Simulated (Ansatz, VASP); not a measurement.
## Cs2Nb2P4H3NO16: VASP beside Ansatz

Aim: how closely do two programs agree when they are given the same cell, functional and k mesh? The structure shown is frame 20 of Ansatz's trajectory.

Method: plane waves, with VASP 6.6.1 beside it; single point at PBEsol, in Ansatz 0.2.0.

**1. Set-up**

The cell holds 112 atoms: 8 Cs, 8 Nb, 16 P, 64 O, 4 N and 12 H. Its edges and angles: a = 10.460 Å, b = 12.734 Å, c = 29.305 Å, α = 90.0°, β = 90.0°, γ = 90.0°. It derives from CsNbP2O8 (C2/m (measured, COD)). As first built, before any earlier steps moved the atoms (in the runner's words): C2/m (measured, COD) CsNbP2O8 (cell 8.684, 5.23, 8.84, 90, 93.21, 90), (101) slab of 2 repeat layers, 2 x 1 surface cells; atoms within 3.5 A of the bottom held; 4 NH3 on top sites; displaced by a Gaussian of 0.03 A. Vacuum lies along c.

**2. Ansatz: dynamics, PBEsol**

Ansatz runs on its default PAW (the set named soft_2) files.

One frame of this run of dynamics is then solved in both programs, so the motion causes no difference.

File input.yaml:

```yaml
crystal:
  lattice:
    - [10.46, 0.0, 0.0]
    - [0.0, 12.734, 0.0]
    - [0.0, 0.0, 29.305]
  atoms:
    - { symbol: Cs, position: [0.00321, 0.00244, 0.31442] }
    - { symbol: Cs, position: [0.25139, 0.75615, 0.41819] }
    - { symbol: Nb, position: [0.0019, 0.25839, 0.42116] }
    - { symbol: Nb, position: [0.25341, 0.49977, 0.31702] }
    - { symbol: P, position: [0.00422, 0.3345, 0.30536] }
    - { symbol: P, position: [0.00141, 0.6678, 0.32447] }
    - { symbol: P, position: [0.25151, 0.08834, 0.4115] }
    - { symbol: P, position: [0.25035, 0.42484, 0.42801] }
    - { symbol: O, position: [0.99973, 0.31889, 0.35796] }
    - { symbol: O, position: [0.99719, 0.681, 0.2737] }
    - { symbol: O, position: [0.24366, 0.07335, 0.45928] }
    - { symbol: O, position: [0.2569, 0.43817, 0.37645] }
    - { symbol: O, position: [4.0e-05, 0.23888, 0.28158] }
    - { symbol: O, position: [0.00228, 0.76645, 0.3519] }
    - { symbol: O, position: [0.25152, 0.98787, 0.3822] }
    - { symbol: O, position: [0.25152, 0.52287, 0.4521] }
    - { symbol: O, position: [0.38139, 0.39958, 0.29498] }
    - { symbol: O, position: [0.37824, 0.60144, 0.33642] }
    - { symbol: O, position: [0.13371, 0.15605, 0.39932] }
    - { symbol: O, position: [0.12932, 0.35858, 0.43806] }
    - { symbol: O, position: [0.11956, 0.59808, 0.33587] }
    - { symbol: O, position: [0.11636, 0.40505, 0.2948] }
    - { symbol: O, position: [0.36949, 0.35479, 0.43939] }
    - { symbol: O, position: [0.36776, 0.15788, 0.39784] }
    - { symbol: Cs, position: [0.00145, 0.51204, 0.5212] }
    - { symbol: Cs, position: [0.25181, 0.26522, 0.623] }
    - { symbol: Nb, position: [0.0021, 0.76316, 0.62295] }
    - { symbol: Nb, position: [0.24497, 0.01053, 0.52123] }
    - { symbol: P, position: [0.99757, 0.84179, 0.51059] }
    - { symbol: P, position: [0.00493, 0.17529, 0.53124] }
    - { symbol: P, position: [0.25021, 0.59739, 0.61418] }
    - { symbol: P, position: [0.25024, 0.93383, 0.63486] }
    - { symbol: O, position: [0.00215, 0.83116, 0.56441] }
    - { symbol: O, position: [0.00418, 0.19474, 0.47737] }
    - { symbol: O, position: [0.24982, 0.58062, 0.66632] }
    - { symbol: O, position: [0.24835, 0.94867, 0.5809] }
    - { symbol: O, position: [0.99508, 0.74196, 0.48417] }
    - { symbol: O, position: [0.00117, 0.27419, 0.55594] }
    - { symbol: O, position: [0.25226, 0.49705, 0.5878] }
    - { symbol: O, position: [0.24994, 0.02955, 0.66027] }
    - { symbol: O, position: [0.38637, 0.91415, 0.50069] }
    - { symbol: O, position: [0.38098, 0.10886, 0.5419] }
    - { symbol: O, position: [0.13555, 0.66533, 0.60229] }
    - { symbol: O, position: [0.13106, 0.8597, 0.64395] }
    - { symbol: O, position: [0.119, 0.11283, 0.54293] }
    - { symbol: O, position: [0.11916, 0.90992, 0.49982] }
    - { symbol: O, position: [0.36744, 0.86302, 0.64202] }
    - { symbol: O, position: [0.37172, 0.66653, 0.60221] }
    - { symbol: Cs, position: [0.50118, 0.00401, 0.31504] }
    - { symbol: Cs, position: [0.74475, 0.75306, 0.41876] }
    - { symbol: Nb, position: [0.50223, 0.26073, 0.41904] }
    - { symbol: Nb, position: [0.74588, 0.4986, 0.31407] }
    - { symbol: P, position: [0.5012, 0.33383, 0.30618] }
    - { symbol: P, position: [0.49799, 0.67059, 0.32686] }
    - { symbol: P, position: [0.7481, 0.09043, 0.40942] }
    - { symbol: P, position: [0.75346, 0.42744, 0.42755] }
    - { symbol: O, position: [0.50254, 0.31555, 0.35585] }
    - { symbol: O, position: [0.50187, 0.68444, 0.27359] }
    - { symbol: O, position: [0.74967, 0.07339, 0.46025] }
    - { symbol: O, position: [0.75138, 0.43465, 0.37551] }
    - { symbol: O, position: [0.49919, 0.2357, 0.27925] }
    - { symbol: O, position: [0.50422, 0.76815, 0.35152] }
    - { symbol: O, position: [0.75398, 0.98762, 0.383] }
    - { symbol: O, position: [0.74689, 0.52028, 0.45374] }
    - { symbol: O, position: [0.88259, 0.40601, 0.29464] }
    - { symbol: O, position: [0.88145, 0.59834, 0.3365] }
    - { symbol: O, position: [0.63137, 0.15759, 0.39599] }
    - { symbol: O, position: [0.63462, 0.35387, 0.43858] }
    - { symbol: O, position: [0.61476, 0.60304, 0.33378] }
    - { symbol: O, position: [0.62372, 0.40039, 0.29641] }
    - { symbol: O, position: [0.87232, 0.35102, 0.43831] }
    - { symbol: O, position: [0.86774, 0.15119, 0.39716] }
    - { symbol: Cs, position: [0.49685, 0.51005, 0.52088] }
    - { symbol: Cs, position: [0.74582, 0.26294, 0.62307] }
    - { symbol: Nb, position: [0.49992, 0.76765, 0.62407] }
    - { symbol: Nb, position: [0.75277, 0.01126, 0.52029] }
    - { symbol: P, position: [0.49901, 0.83659, 0.51152] }
    - { symbol: P, position: [0.49496, 0.17844, 0.53009] }
    - { symbol: P, position: [0.74771, 0.59642, 0.61228] }
    - { symbol: P, position: [0.74423, 0.93396, 0.63315] }
    - { symbol: O, position: [0.50078, 0.82446, 0.56287] }
    - { symbol: O, position: [0.49943, 0.19006, 0.48043] }
    - { symbol: O, position: [0.75183, 0.58449, 0.66746] }
    - { symbol: O, position: [0.751, 0.94494, 0.57958] }
    - { symbol: O, position: [0.50399, 0.74387, 0.4855] }
    - { symbol: O, position: [0.49995, 0.277, 0.55525] }
    - { symbol: O, position: [0.75481, 0.50517, 0.58833] }
    - { symbol: O, position: [0.75235, 0.03061, 0.6594] }
    - { symbol: O, position: [0.87946, 0.90898, 0.5006] }
    - { symbol: O, position: [0.88296, 0.11034, 0.54084] }
    - { symbol: O, position: [0.62323, 0.66492, 0.60424] }
    - { symbol: O, position: [0.63517, 0.86559, 0.64381] }
    - { symbol: O, position: [0.62247, 0.11103, 0.54103] }
    - { symbol: O, position: [0.61943, 0.90897, 0.49945] }
    - { symbol: O, position: [0.87203, 0.86111, 0.64326] }
    - { symbol: O, position: [0.86795, 0.66402, 0.6034] }
    - { symbol: "N", position: [0.50109, 0.7647, 0.7085] }
    - { symbol: H, position: [0.58891, 0.78172, 0.72258] }
    - { symbol: H, position: [0.43396, 0.8191, 0.72094] }
    - { symbol: H, position: [0.47837, 0.69515, 0.72073] }
    - { symbol: "N", position: [0.75049, 0.26509, 0.71425] }
    - { symbol: H, position: [0.74987, 0.1895, 0.72773] }
    - { symbol: H, position: [0.82566, 0.30569, 0.72659] }
    - { symbol: H, position: [0.67891, 0.30575, 0.72567] }
    - { symbol: "N", position: [0.99676, 0.76173, 0.70817] }
    - { symbol: H, position: [0.95747, 0.70566, 0.72081] }
    - { symbol: H, position: [0.08827, 0.76406, 0.72108] }
    - { symbol: H, position: [0.96091, 0.82581, 0.72187] }
    - { symbol: "N", position: [0.25093, 0.26464, 0.71403] }
    - { symbol: H, position: [0.32668, 0.23184, 0.72927] }
    - { symbol: H, position: [0.24739, 0.34003, 0.72795] }
    - { symbol: H, position: [0.1676, 0.2251, 0.72696] }
kpoints:
  mp_grid: { grid: [1, 1, 1] }
hamiltonian:
  xc: pbesol
scf:
  occupations: { method: gaussian, width: 0.05 }
output:
  forces: true
md:
  timestep: 0.5
  n_steps: 60
  ensemble: nvt_nose_hoover
  temperature: 300
  initial_velocities: maxwell_boltzmann
  seed: 5680
  constraints:
    - { sites: [0, 3, 4, 5, 8, 9, 11, 12, 13, 14, 16, 17, 20, 21, 48, 51, 52, 53, 56, 57, 59, 60, 61, 62, 64, 65, 68, 69], fix: xyz }
```

Started as:

```sh
ansatz run input.yaml --threads 8 --pin off --max-ram 15872MiB --backend cpu --events-out ev --progress --plain --runs-dir out
```

Numbers of over 12 decimals in the logs are rounded to 6 here.

Log:

```text
Warning: md: disabling space-group detection — thermal motion breaks the input geometry's symmetry, so no spatial operation reduces the k-mesh or symmetrises the density; time reversal is kept, so that k and −k are solved as one point where they differ and the mesh holds both, and exact exchange and, on two spinor components, a DFT+U term hold to it where the run has them: on two components no moment then forms, and  [...]
Engine: ansatz 0.2.0, aarch64-unknown-linux-gnu
Pseudopotentials: kind: paw
Pseudopotential: Cs, paw, valence charge 9, recommended cutoff 420 eV (normal), Cs.paw.azcp
Pseudopotential: Nb, paw, valence charge 13, recommended cutoff 420 eV (normal), Nb.paw.azcp
Pseudopotential: P, paw, valence charge 5, recommended cutoff 420 eV (normal), P.paw.azcp
Pseudopotential: O, paw, valence charge 6, recommended cutoff 420 eV (normal), O.paw.azcp
Pseudopotential: N, paw, valence charge 5, recommended cutoff 420 eV (normal), N.paw.azcp
Pseudopotential: H, paw, valence charge 1, recommended cutoff 420 eV (normal), H.paw.azcp
Functional definition: PBEsol
  exchange = pbesol_x
  correlation = pbesol_c
Crystal: 112 atoms, lattice volume = 3903.357 Å³
Basis set: ecut = 420 eV, 76305 PW (Γ), exchange–correlation on 144×180×400 points (8 copies of the dense FFT grid, shifted against one another)
Bands: 448, of which v1, the nominal top of the filled ones, is band 336 counted from 1 (335 counted from 0)
Symmetry: 1 space group operations
k-points: 1
Non-local potential: Cs, projectors of the file, l = 0: 3, l = 1: 2, l = 2: 2, l = 3: 2
Non-local potential: Nb, projectors of the file, l = 0: 3, l = 1: 2, l = 2: 2, l = 3: 1
Non-local potential: P, projectors of the file, l = 0: 2, l = 1: 2, l = 2: 2
Non-local potential: O, projectors of the file, l = 0: 2, l = 1: 2, l = 2: 1
Non-local potential: N, projectors of the file, l = 0: 2, l = 1: 2, l = 2: 1
Non-local potential: H, projectors of the file, l = 0: 2, l = 1: 1
PAW form: soft (Blöchl's): semilocal exchange-correlation on the pseudo side does not see the compensation charge
PAW frozen core: Cs, regenerated for the run's functional, and the local potential with it (the file was generated under x = pbe(κ = 0.804, μ = 0.219515), c = pbe(β = 0.066725))
PAW frozen core: Nb, regenerated for the run's functional, and the local potential with it (the file was generated under x = pbe(κ = 0.804, μ = 0.219515), c = pbe(β = 0.066725))
PAW frozen core: P, regenerated for the run's functional, and the local potential with it (the file was generated under x = pbe(κ = 0.804, μ = 0.219515), c = pbe(β = 0.066725))
PAW frozen core: O, regenerated for the run's functional, and the local potential with it (the file was generated under x = pbe(κ = 0.804, μ = 0.219515), c = pbe(β = 0.066725))
PAW frozen core: N, regenerated for the run's functional, and the local potential with it (the file was generated under x = pbe(κ = 0.804, μ = 0.219515), c = pbe(β = 0.066725))
PAW one-centre angular grid: Cs, 194 points (default); XC on 64 Gauss nodes
PAW one-centre angular grid: Nb, 590 points (default); XC on 64 Gauss nodes
PAW one-centre angular grid: P, 110 points (default); XC on 64 Gauss nodes
PAW one-centre angular grid: O, 110 points (default); XC on 64 Gauss nodes
PAW one-centre angular grid: N, 110 points (default); XC on 64 Gauss nodes
PAW one-centre angular grid: H, 110 points (default); XC on 64 Gauss nodes
Initial density: superposition of atomic densities (neutral atoms: chi_scale 0, normalization atom), corrected by the library's trained network
Initial wavefunctions: pseudopotential atomic-orbital guess
Functional: x = pbesol(κ = 0.804, μ = 0.123457), c = pbesol(β = 0.046)
SCF iter   1: F=—  HF=-130148.983665 eV  |F-HF|=—  |Δ(HF+E_count)|=         —  Δρ=7.67e-3  dr2=2.65e0  ethr=1.77e-3  ⟨swp⟩=8.0  Hψ=2246  notcnv=0  defer=71
preconditioner: auto → Resta (q_TF=auto, 2.035 Å⁻¹)  ε∞=2.2  [insulator: Δε(μ)=1.021 eV  Ē_g=13.643 eV  σ=0.050 eV  W_gap=1.00  n_scr=552 (ndim 8)  ℏωp=14.7 eV  f_vac=0.587  D(μ)=0.00/eV (n_scr^D=0)  ε∞_Penn≈2.2  vacuum switching on, ρ_ref=1.3e-2 e/Å³]
SCF iter   2: F=—  HF=-130148.539021 eV  |F-HF|=—  |Δ(HF+E_count)|=   4.45e-1  Δρ=4.53e-3  dr2=8.32e-1  ethr=3.94e-4  ⟨swp⟩=3.0  Hψ=796  notcnv=0  defer=101
SCF iter   3: F=—  HF=-130148.387915 eV  |F-HF|=—  |Δ(HF+E_count)|=   1.51e-1  Δρ=1.23e-3  dr2=7.69e-2  ethr=1.24e-4  ⟨swp⟩=3.0  Hψ=776  notcnv=0  defer=101
[...]
SCF iter   1: F=—  HF=-130151.006072 eV  |F-HF|=—  |Δ(HF+E_count)|=         —  Δρ=1.25e-3  dr2=4.52e-2  ethr=5.98e-6  ⟨swp⟩=8.0  Hψ=2486  notcnv=0  defer=1
preconditioner: auto → Resta (q_TF=auto, 2.035 Å⁻¹)  ε∞=2.1  [insulator: Δε(μ)=0.914 eV  Ē_g=13.687 eV  σ=0.050 eV  W_gap=1.00  n_scr=552 (ndim 8)  ℏωp=14.7 eV  f_vac=0.585  D(μ)=0.00/eV (n_scr^D=0)  ε∞_Penn≈2.1  vacuum switching on, ρ_ref=1.4e-2 e/Å³]
SCF iter   2: F=—  HF=-130150.996031 eV  |F-HF|=—  |Δ(HF+E_count)|=   1.00e-2  Δρ=5.76e-4  dr2=8.31e-3  ethr=5.98e-6  ⟨swp⟩=2.0  Hψ=776  notcnv=0  defer=1
SCF iter   3: F=—  HF=-130150.995143 eV  |F-HF|=—  |Δ(HF+E_count)|=   8.88e-4  Δρ=3.29e-4  dr2=3.29e-3  ethr=1.24e-6  ⟨swp⟩=2.0  Hψ=651  notcnv=0  defer=1
SCF iter   4: F=—  HF=-130150.994770 eV  |F-HF|=—  |Δ(HF+E_count)|=   3.73e-4  Δρ=1.29e-4  dr2=6.03e-4  ethr=4.90e-7  ⟨swp⟩=3.0  Hψ=637  notcnv=0  defer=1
SCF iter   5: F=—  HF=-130150.994789 eV  |F-HF|=—  |Δ(HF+E_count)|=   1.91e-5  Δρ=7.41e-5  dr2=2.88e-4  ethr=8.98e-8  ⟨swp⟩=3.0  Hψ=591  notcnv=0  defer=1
SCF iter   6: F=—  HF=-130150.994756 eV  |F-HF|=—  |Δ(HF+E_count)|=   3.29e-5  Δρ=2.29e-5  dr2=1.52e-5  ethr=4.29e-8  ⟨swp⟩=3.0  Hψ=574  notcnv=0  defer=1
SCF iter   7: F=—  HF=-130150.994470 eV  |F-HF|=—  |Δ(HF+E_count)|=   2.86e-4  Δρ=1.12e-5  dr2=4.62e-6  ethr=2.26e-9  ⟨swp⟩=3.0  Hψ=611  notcnv=0  defer=1
SCF iter   8: F=—  HF=-130150.994472 eV  |F-HF|=—  |Δ(HF+E_count)|=   1.21e-6  Δρ=3.35e-6  dr2=3.81e-7  ethr=6.87e-10  ⟨swp⟩=3.0  Hψ=595  notcnv=0  defer=1
SCF iter   9: F=—  HF=-130150.994472 eV  |F-HF|=—  |Δ(HF+E_count)|=   2.60e-7  Δρ=1.77e-6  dr2=1.03e-7  ethr=1.49e-11  ⟨swp⟩=6.0  Hψ=1445  notcnv=0
SCF iter  10: F=-130150.994472 eV  HF=-130150.994472 eV  |F-HF|=2.76e-10  |Δ(HF+E_count)|=   3.40e-8  Δρ=7.66e-7  dr2=1.88e-8  ethr=1.49e-11  ⟨swp⟩=5.0  Hψ=1340  notcnv=0
SCF 61 converged in 10 iterations: F = -130150.994472 eV  dr2 = 1.88e-8
md step    60: t =    30.00 fs  T =   512.8 K  F+E_penalty+E_count = -130150.99447198 eV  E_kin = 5.568122 eV  conserved = -130145.14034870 eV  (10 SCF iters)
SCF converged after 10 iterations
Free energy (F): -130150.994472 eV
Harris-Foulkes:  -130150.994472 eV  (|F-HF|=2.76e-10)
Internal energy: -130150.994472 eV  (E = F + TS)
E sigma→0 (E₀):  -130150.994472 eV
Fermi energy:    -0.316130 eV
--- Per-component energies (eV) ---
  E_band       = -8348.698913
  E_kinetic    = 17534.923350
  E_local      = -539231.007229  (includes V_loc(G=0)·N_el)
  E_nonlocal   = 4977.285521
  E_hartree    = 261028.742845
  E_xc         = -8784.945250
  E_vxc        = -10132.278991  (∫ρ·V_xc dr)
  E_paw        = -83138.679530  (= ΣΔE_a)
  E_vpaw       = -3555.261110  (= ΣTr[D̂ρ^β])
  E_aug_tail   = 0.143748  (compensation charges beyond the density's cutoff)
  E_ewald      = 217456.770763
  E_core_change = 5.771310  (= ΣΔE_core)
  E_smearing   = -0.000000  (= −TS)
  E_closure    = -0.000000  (closes the sum)
  Σ components = -130150.994472   (vs F -130150.994472, Δ=0.00e0)
--- Forces (eV/Å), atoms counted from 1 ---
  atom   1  Cs    -0.00408104    -0.27842099     0.20072119
  atom   2  Cs    -0.11930398     0.09207281    -0.20828471
  atom   3  Nb     0.83371406     0.60738839     2.11630603
  atom   4  Nb    -0.83470959     0.02360784     3.62430788
  atom   5  P     -1.94556842     3.42608693     1.19435575
  atom   6  P     -1.14256241     1.95346281    -2.47545398
  atom   7  P      0.87317204    -3.59152101    -1.49445338
  atom   8  P     -2.00770429    -1.85296905    -1.44680193
  atom   9  O      0.17640380     0.39199872     0.30438332
  atom  10  O      0.22836874    -0.09047145    -0.27356470
  atom  11  O      0.05923754    -0.94992130     4.19712305
  atom  12  O     -0.24314760     0.40322342     0.05610323
  atom  13  O     -0.04550353    -4.88901229    -2.54692849
  atom  14  O      0.14787023     0.40853496     1.15443725
  atom  15  O     -0.08595703     1.93683217     0.07626648
  atom  16  O      0.71491182     0.80645855    -0.12644523
  atom  17  O     -0.74116023     1.65000189    -0.28883390
  atom  18  O     -1.52763741    -1.18785490     0.16652529
  atom  19  O     -1.80144719     1.29685083    -1.29852698
  atom  20  O      1.17450373     0.37862458    -0.50968091
  atom  21  O      2.26684185    -1.64044398    -0.12731532
  atom  22  O      2.16155551     1.49651956    -0.32467352
  atom  23  O      1.08099388    -0.38286325     0.06230960
  atom  24  O      0.79025439     0.96638785    -0.36334530
[...]
atom 105  N      3.75211160     3.55867964    -2.18491056
  atom 106  H     -4.35288584    -5.18392051     1.55755729
  atom 107  H      0.57537468    -0.26690048    -0.08446449
  atom 108  H     -0.16580920     1.43021138     0.10991663
  atom 109  N     -0.91294167     0.07715786     0.84397771
  atom 110  H      0.69003815    -0.13595127     0.04775186
  atom 111  H     -0.14588051    -0.81511169    -0.58972978
  atom 112  H      0.38092072     0.81241175    -0.29073351
  max |Σ_I F_I| component: 5.60e-5 eV/Å
--- MD trajectory: 60 steps, t = 0.0 → 30.0 fs ---
  final state: T = 512.8 K   F+E_penalty+E_count = -130150.99447198 eV   E_kin = 5.568122 eV
  conserved energy: peak-to-peak 2.386e-2 eV (2.131e-4 eV/atom) over 30.0 fs
```

(Part 1 of 2 ends here.)

[Lines on the potential files, build, host, timing and source positions are cut from VASP's logs without a mark.]

[Logs are printed without paths, hosts, clocks, repeated set-up lines and the standing remarks that a program may print on its own settings, such as how far it seeks lower states.]

[Hosts, paths, dates, database ids (printed as entryN), source tags and the programs' standing remarks are cut or masked in the printed files.]
